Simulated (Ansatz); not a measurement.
Write a Python script for Ansatz 0.2.0, Python API that makes a check of forces and pressure against finite differences of CdS (distorted cell). Use (first run): PBE, PAW, cutoff 540 eV, 4×4×4 k-points, fixed occupations.

```xyz
2
Lattice="0.0000 2.9165 2.9165 2.9165 0.0000 2.9165 2.9165 2.9165 0.0000" Properties=species:S:1:pos:R:3 pbc="T T T"
Cd    5.8090    2.9373    2.9291
S     1.5072    1.4493    1.4410
```

`run_fdcheck.py`
```python
import ansatz as az
import numpy as np

vectors0 = np.array([
    [0.0, 2.9165, 2.9165],
    [2.9165, 0.0, 2.9165],
    [2.9165, 2.9165, 0.0],
])
sites = [
    ("Cd", (0.00984, 0.99449, 0.99729)),
    ("S", (0.23711, 0.25698, 0.25981)),
]


def crystal_on(cell):
    crystal = az.Crystal(lattice=az.Lattice.of(cell))
    for symbol, position in sites:
        crystal = crystal.atom(symbol, position)
    return crystal


def main() -> None:
    def solve(crystal):
        return (
            crystal.calculation()
            .occupations("fixed")
            .functional("pbe")
            .basis(540, xc_grid=2)
            .kpoints(4, 4, 4)
            .scf(tolerance=1e-09)
            .forces()
            .stress()
            .run(threads=1)
        ).report


    centre = solve(crystal_on(vectors0))
    start = crystal_on(vectors0)
    print(f"force on atom 1 along y: analytic {centre['forces_ev_ang'][1][1]:.4f} eV/A")
    for h in (0.004, 0.016):
        shift = np.eye(3)[1] * h @ np.linalg.inv(vectors0)
        plus, minus = (solve(start.move(1, to=np.array(sites[1][1]) + sign * shift))["lagrangian_ev"] for sign in (1, -1))
        print(f"  step {h} A: numerical {-(plus - minus) / (2 * h):.4f} eV/A")
    volume = abs(np.linalg.det(vectors0))
    larger, smaller = (solve(crystal_on(vectors0 * (1 + sign * 0.005) ** (1 / 3)))["lagrangian_ev"] for sign in (1, -1))
    numerical = -(larger - smaller) / (0.01 * volume) * 160.21766
    print(f"pressure: analytic {np.trace(centre['stress_gpa']) / 3:.3f}, numerical {numerical:.3f} GPa")


if __name__ == "__main__":
    main()
```

Running `python run_fdcheck.py` prints:
```text
DeckWarning: output.stress: scf.convergence.dr2_threshold = 1e-9 eV is looser than the 2e-10 eV advised for a printed stress (1e-10 eV for each atom of the cell: 2). What an SCF threshold leaves in a stress goes as its square root, and in the free energy as [...]
force on atom 1 along y: analytic 0.1118 eV/A
  step 0.004 A: numerical 0.1118 eV/A
  step 0.016 A: numerical 0.1118 eV/A
pressure: analytic 3.166, numerical 3.167 GPa
```
(Warnings from the package without file and line, shortened.)

Caveats:
- The settings weren't tested for convergence.
- Energy and stress may still move on a finer k-point mesh.
- Pressure is positive in compression.
- The cell is a database structure, distorted on purpose.
- The central difference errs as the square of the step, so the shorter step is the fairer test; what remains comes from the finite grid and the SCF threshold.
- Timing: 30 s on 1 thread of Arm Neoverse V1 (shared host), peak memory 0.41 GiB.
